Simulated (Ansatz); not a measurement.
Base system: Li3N (space group P6/mmm, No. 191; a = 3.610 Å, c = 3.856 Å). Axes: x lies along a and z along c of the hexagonal cell.

Calculations: r2SCAN (Ansatz, an electronic-structure program; PAW; 500 eV plane waves; scalar-relativistic without spin-orbit coupling).

Strains are applied to the cell and any free atomic positions relax; under biaxial strain the out-of-plane vector relaxes too.

One change was made to it. Results:

```json
[
 {"quantity": "band gap", "base": "1.48 eV", "after": "1.57 eV"},
 {"quantity": "gap character", "base": "indirect, A → Γ", "after": "indirect, A → L"},
 {"quantity": "smallest direct gap", "base": "1.69 eV", "after": "1.83 eV"},
 {"quantity": "pressure (mean of the normal stresses, compression positive)", "base": "0.00 GPa", "after": "2.70 GPa"}
]
```

Task: Name the change that was made.
A) uniaxial strain ε_zz = −4.05 %
B) biaxial strain +2.33 %, plane normal [001], relaxed out of plane
C) isotropic strain −1.46 %

Result: C, isotropic strain −1.46 %. For comparison, the band gap in the other runs: uniaxial strain ε_zz = −4.05 % gives 1.63 eV; biaxial strain +2.33 %, plane normal [001], relaxed out of plane gives 1.42 eV.

No phonon test of stability was made.
